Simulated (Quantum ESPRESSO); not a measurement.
# HfB2 (P6/mmm) in Quantum ESPRESSO: further runs

The runs below take HfB2 through single point, with PBEsol, PBEsol+U.

Everything below comes from runs of Quantum ESPRESSO 7.5. Logs are shortened: lines on timing, memory, paths and dates and some standing lists are left out, and cuts for length are marked.

**1. The crystal as given**

The structure is hexagonal, space group P6/mmm (No. 191). Conventional cell: a = 3.140 Å, b = 3.140 Å, c = 3.480 Å, α = 90.00°, β = 90.00°, γ = 120.00°. Around Hf (site symmetry 6/mmm) lie 12 B at 2.51 Å. Around B (site symmetry -6m2) lie 3 B at 1.81 Å.

**2. Single point, PBEsol**

pw.in

```
&CONTROL
  calculation = 'scf'
  prefix = 'pwscf'
  outdir = './tmp'
  pseudo_dir = './pseudo'
  tprnfor = .true.
  tstress = .true.
  disk_io = 'nowf'
/
&SYSTEM
  ibrav = 0
  nat = 3
  ntyp = 2
  ecutwfc = 45
  ecutrho = 360
  nbnd = 15
  occupations = 'smearing'
  smearing = 'fd'
  degauss = 0.00367493
/
&ELECTRONS
  conv_thr = 6d-10
  electron_maxstep = 120
  mixing_beta = 0.5
/
ATOMIC_SPECIES
Hf   178.4900 hf_pbesol_v1.uspp.F.UPF
B     10.8100 b_pbesol_v1.4.uspp.F.UPF
CELL_PARAMETERS angstrom
   3.1400000000    0.0000000000    0.0000000000
  -1.5700000000    2.7193197679    0.0000000000
   0.0000000000    0.0000000000    3.4800000000
ATOMIC_POSITIONS crystal
Hf     0.0000000000    0.0000000000    0.0000000000
B      0.6666666667    0.3333333333    0.5000000000
B      0.3333333333    0.6666666667    0.5000000000
K_POINTS automatic
10 10 8 0 0 0
```

Potentials or basis: GBRV 1.5 PBEsol.

Started as:

```
> OMP_NUM_THREADS=1 mpirun -n 2 pw.x -nk 2 -in pw.in > pw.out
```

pw.out:

```text
This program is part of the open-source Quantum ESPRESSO suite
     for quantum simulation of materials; please cite
[... 6 lines left out ...]
     using ibrav=0 with symmetry is DISCOURAGED, use correct ibrav instead

     K-points division:     npool     =       2
     Subspace diagonalization in iterative solution of the eigenvalue problem:
     a serial algorithm will be used

     G-vector sticks info
     --------------------
     sticks:   dense  smooth     PW     G-vecs:    dense   smooth      PW
     Sum         859     433    139                23085     8129    1437

     Using Slab Decomposition

     bravais-lattice index     =            0
     lattice parameter (alat)  =       5.9337  a.u.
     unit-cell volume          =     200.5237 (a.u.)^3
     number of atoms/cell      =            3
     number of atomic types    =            2
     number of electrons       =        18.00
     number of Kohn-Sham states=           15
     kinetic-energy cutoff     =      45.0000  Ry
     charge density cutoff     =     360.0000  Ry
     scf convergence threshold =      6.0E-10
     mixing beta               =       0.5000
     number of iterations used =            8  plain     mixing
     Exchange-correlation= SLA  PW   PSX  PSC
                           (   1   4  10   8   0   0   0)

     celldm(1)=   5.933740  celldm(2)=   0.000000  celldm(3)=   0.000000
     celldm(4)=   0.000000  celldm(5)=   0.000000  celldm(6)=   0.000000

     crystal axes: (cart. coord. in units of alat)
               a(1) = (   1.000000   0.000000   0.000000 )
               a(2) = (  -0.500000   0.866025   0.000000 )
               a(3) = (   0.000000   0.000000   1.108280 )

     reciprocal axes: (cart. coord. in units 2 pi/alat)
               b(1) = (  1.000000  0.577350 -0.000000 )
               b(2) = (  0.000000  1.154701  0.000000 )
               b(3) = (  0.000000 -0.000000  0.902299 )

     PseudoPot. # 1 for Hf read from file:
     hf_pbesol_v1.uspp.F.UPF
     Pseudo is Ultrasoft + core correction, Zval = 12.0
     Generated by new atomic code, or converted to UPF format
     Using radial grid of  921 points,  8 beta functions with:
                l(1) =   0
                l(2) =   0
                l(3) =   0
                l(4) =   1
                l(5) =   1
                l(6) =   2
                l(7) =   2
                l(8) =   3
     Q(r) pseudized with  6 coefficients,  rinner =    1.200   1.200   1.200
                                                       1.200   1.200   1.200
                                                       1.200

     PseudoPot. # 2 for B  read from file:
     b_pbesol_v1.4.uspp.F.UPF
     Pseudo is Ultrasoft + core correction, Zval =  3.0
     Generated by new atomic code, or converted to UPF format
     Using radial grid of  781 points,  4 beta functions with:
                l(1) =   0
                l(2) =   0
                l(3) =   1
                l(4) =   1
     Q(r) pseudized with  8 coefficients,  rinner =    1.100   1.100   1.100

     atomic species   valence    mass     pseudopotential
     Hf               12.00   178.49000     Hf( 1.00)
     B                 3.00    10.81000     B ( 1.00)

     24 Sym. Ops., with inversion, found

   Cartesian axes

     site n.     atom                  positions (alat units)
         1        Hf     tau(   1) = (   0.0000000   0.0000000   0.0000000  )
         2        B      tau(   2) = (   0.5000000   0.2886751   0.5541401  )
         3        B      tau(   3) = (  -0.0000000   0.5773503   0.5541401  )

     number of k points=    70  Fermi-Dirac smearing, width (Ry)=  0.0037
                       cart. coord. in units 2pi/alat
        k(    1) = (   0.0000000   0.0000000   0.0000000), wk =   0.0025000
        k(    2) = (   0.0000000   0.0000000   0.1127874), wk =   0.0050000
        k(    3) = (   0.0000000   0.0000000   0.2255747), wk =   0.0050000
        k(    4) = (   0.0000000   0.0000000   0.3383621), wk =   0.0050000
        k(    5) = (   0.0000000   0.0000000  -0.4511494), wk =   0.0025000
        k(    6) = (   0.0000000   0.1154701   0.0000000), wk =   0.0150000
[... 62 lines left out ...]
        k(   69) = (   0.3000000   0.5196152   0.3383621), wk =   0.0300000
        k(   70) = (   0.3000000   0.5196152  -0.4511494), wk =   0.0150000

     Dense  grid:    23085 G-vectors     FFT dimensions: (  36,  36,  40)

     Smooth grid:     8129 G-vectors     FFT dimensions: (  25,  25,  30)

     Initial potential from superposition of free atoms

     starting charge      15.9994, renormalised to      18.0000

     negative rho (up, down):  1.188E-01 0.000E+00
     Starting wfcs are   21 randomized atomic wfcs

     Self-consistent Calculation

     iteration #  1     ecut=    45.00 Ry     beta= 0.50
     Davidson diagonalization with overlap
     ethr =  1.00E-02,  avg # of iterations =  2.2

     negative rho (up, down):  1.099E-01 0.000E+00
[... 67 lines left out ...]
     iteration #  9     ecut=    45.00 Ry     beta= 0.50
     Davidson diagonalization with overlap
     ethr =  6.72E-12,  avg # of iterations =  2.0

     negative rho (up, down):  1.118E-01 0.000E+00

     End of self-consistent calculation

          k = 0.0000 0.0000 0.0000 (  1011 PWs)   bands (ev):

   -45.1303 -14.0255 -13.5344 -13.5344   2.7903  13.4677  13.6134  13.6134
    13.7517  20.5187  20.5187  21.1723  21.1723  21.4914  21.4914
[... 118 lines left out ...]
   -45.0787 -14.1925 -14.1453 -13.6681   6.0212   9.5084  11.4659  11.7255
    13.8492  20.2300  20.5444  21.7590  23.3433  24.1633  24.9681

          k = 0.0000-0.5774 0.0000 (  1024 PWs)   bands (ev):

   -45.0808 -14.3047 -13.8903 -13.7134   6.7399   7.5131  12.3739  13.0941
    13.6135  18.6346  19.2158  22.0950  22.2352  22.7726  23.8540

          k = 0.0000-0.5774 0.1128 (  1018 PWs)   bands (ev):

   -45.0798 -14.2982 -13.9259 -13.7091   6.9822   7.2721  12.6451  12.7955
    13.5823  18.1230  19.7928  22.3050  22.8399  22.9182  24.0372

          k = 0.0000-0.5774 0.2256 (  1024 PWs)   bands (ev):

   -45.0774 -14.2824 -14.0108 -13.6987   6.7757   7.6448  12.2027  13.2044
    13.2054  17.8715  21.1909  22.4842  23.2689  23.4244  24.8140

          k = 0.0000-0.5774 0.3384 (  1034 PWs)   bands (ev):

   -45.0749 -14.2664 -14.0941 -13.6884   6.3584   8.5172  11.7208  12.3406
    13.6742  18.7902  22.5950  22.6819  22.8647  23.6024  24.8057

          k = 0.0000-0.5774-0.4511 (  1008 PWs)   bands (ev):

   -45.0739 -14.2597 -14.1279 -13.6840   6.2019   9.0357  11.5430  11.7804
    13.8484  20.5191  20.6444  22.7706  23.7304  23.8797  24.7240

          k = 0.1000 0.1732 0.0000 (  1033 PWs)   bands (ev):
[... 196 lines left out ...]
   -45.0687 -14.1090 -14.0979 -13.9554   6.9428   7.9258  11.0589  13.2232
    13.3187  20.9585  21.9927  23.0157  23.5182  23.7414  24.3476

     the Fermi energy is    16.3865 ev

!    total energy              =    -171.48787607 Ry
     estimated scf accuracy    <          1.5E-11 Ry
     smearing contrib. (-TS)   =      -0.00018967 Ry
     internal energy E=F+TS    =    -171.48768640 Ry

     The total energy is F=E-TS. E is the sum of the following terms:
     one-electron contribution =      -4.94770009 Ry
     hartree contribution      =      12.60603817 Ry
     xc contribution           =     -81.44618509 Ry
     ewald contribution        =     -97.69983939 Ry

     convergence has been achieved in   9 iterations

     negative rho (up, down):  1.118E-01 0.000E+00

     Forces acting on atoms (cartesian axes, Ry/au):

     atom    1 type  1   force =    -0.00000000   -0.00000000    0.00000000
     atom    2 type  2   force =    -0.00000000   -0.00000000   -0.00000000
     atom    3 type  2   force =     0.00000000   -0.00000000    0.00000000

     Total force =     0.000000     Total SCF correction =     0.000000

     Computing stress (Cartesian axis) and pressure

     negative rho (up, down):  1.118E-01 0.000E+00
          total   stress  (Ry/bohr**3)                   (kbar)     P=      -38.12
  -0.00025009  -0.00000000   0.00000000          -36.79       -0.00        0.00
  -0.00000000  -0.00025009  -0.00000000           -0.00      -36.79       -0.00
   0.00000000  -0.00000000  -0.00027717            0.00       -0.00      -40.77

=------------------------------------------------------------------------------=
   JOB DONE.
=------------------------------------------------------------------------------=
```

Wall time 8.9 s (2 MPI ranks of Arm Neoverse V2, shared host); peak memory 0.28 GiB.

Results:

```
Free energy            : -2333.2114 eV
Pressure               : -3.8 GPa
Band gap on the k mesh : none (metal or under the smearing width)
```

Levels at points of the mesh, in eV from the Fermi level:
```csv
k point,band 6,band 7,band 8,band 9,band 10,band 11,band 12,band 13
"(0.00, 0.00, 0.00)",-2.92,-2.77,-2.77,-2.63,4.13,4.13,4.79,4.79
"(0.00, 0.00, -0.50)",-8.26,-1.05,-1.05,0.42,0.42,1.10,1.10,2.34
"(0.00, -0.50, 0.00)",-8.87,-4.01,-3.29,-2.77,2.25,2.83,5.71,5.85
"(0.00, -0.50, -0.50)",-7.35,-4.84,-4.61,-2.54,4.13,4.26,6.38,7.34
```

The run has no spin-orbit coupling, so splittings on Hf are missing.

**3. Single point, PBEsol+U**

pw.in

```
&CONTROL
  calculation = 'scf'
  prefix = 'pwscf'
  outdir = './tmp'
  pseudo_dir = './pseudo'
  tprnfor = .true.
  tstress = .true.
  disk_io = 'low'
/
&SYSTEM
  ibrav = 0
  celldm(1) = 8
  nat = 3
  ntyp = 2
  ecutwfc = 45
  ecutrho = 360
  nbnd = 18
  occupations = 'smearing'
  smearing = 'fd'
  degauss = 0.00367493
/
&ELECTRONS
  conv_thr = 6d-10
  electron_maxstep = 120
  mixing_beta = 0.3
/
ATOMIC_SPECIES
Hf   178.4900 hf_pbesol_v1.uspp.F.UPF
B     10.8100 b_pbesol_v1.4.uspp.F.UPF
CELL_PARAMETERS alat
  0.7417175039156   0.0000000000000   0.0000000000000
 -0.3708587519578   0.6423462008265   0.0000000000000
  0.0000000000000   0.0000000000000   0.8220308642122
ATOMIC_POSITIONS crystal
Hf     0.0000000000    0.0000000000    0.0000000000
B      0.6666666667    0.3333333333    0.5000000000
B      0.3333333333    0.6666666667    0.5000000000
K_POINTS automatic
10 10 8 0 0 0
HUBBARD {ortho-atomic}
U Hf-5d 1.0
```

pp_density.in

```
&INPUTPP
  prefix = 'pwscf'
  outdir = './tmp'
  filplot = 'density.dat'
  plot_num = 0
/
&PLOT
  nfile = 1
  filepp(1) = 'density.dat'
  iflag = 3
  output_format = 6
  fileout = 'density.cube'
/
```

pp_potential.in

```
&INPUTPP
  prefix = 'pwscf'
  outdir = './tmp'
  filplot = 'potential.dat'
  plot_num = 11
/
&PLOT
  nfile = 1
  filepp(1) = 'potential.dat'
  iflag = 3
  output_format = 6
  fileout = 'potential.cube'
/
```

Potentials or basis: GBRV 1.5 PBEsol.

Started as:

```
> OMP_NUM_THREADS=1 mpirun -n 2 pw.x -nk 2 -in pw.in > pw.out
> OMP_NUM_THREADS=1 mpirun -n 1 pp.x -in pp_density.in > pp_density.out
> OMP_NUM_THREADS=1 mpirun -n 1 pp.x -in pp_potential.in > pp_potential.out
```

It took 14 s on 2 MPI ranks of Arm Neoverse V2, shared host; peak memory 0.28 GiB.

Results (log left out):

```
Free energy            : -2332.2505 eV
Pressure               : -2.4 GPa
Band gap on the k mesh : none (metal or under the smearing width)
```

Stress tensor (GPa, compression positive):
```
-2.63  0.00  0.00
 0.00 -2.63  0.00
 0.00  0.00 -2.08
```

Levels at points of the mesh, in eV from the Fermi level:
```csv
k point,band 5,band 6,band 7,band 8,band 9,band 10,band 11,band 12,band 13,band 14
"(0.00, 0.00, 0.00)",-13.71,-2.90,-2.82,-2.82,-2.76,4.17,4.17,4.76,4.76,4.99
"(0.00, 0.00, -0.50)",-11.28,-8.40,-1.14,-1.14,0.42,0.42,1.12,1.12,2.37,5.08
"(0.00, -0.50, 0.00)",-9.74,-8.99,-4.04,-3.39,-2.75,2.13,2.87,5.69,5.84,6.22
"(0.00, -0.50, -0.50)",-10.22,-7.46,-4.90,-4.65,-2.68,4.01,4.26,6.39,7.32,7.49
```

Eigenvalues of the final occupation matrices:
| site | spin | trace | eigenvalues |
| --- | --- | --- | --- |
| Hf 1 5d | each | 1.29 | 0.24 0.25 0.25 0.27 0.27 |

Caveat: U without spin polarisation on a metal has little footing; the U is typed as a test and isn't derived for this compound. The run has no spin-orbit coupling, so splittings on Hf are missing.

(Continued in part 2 of 2.)
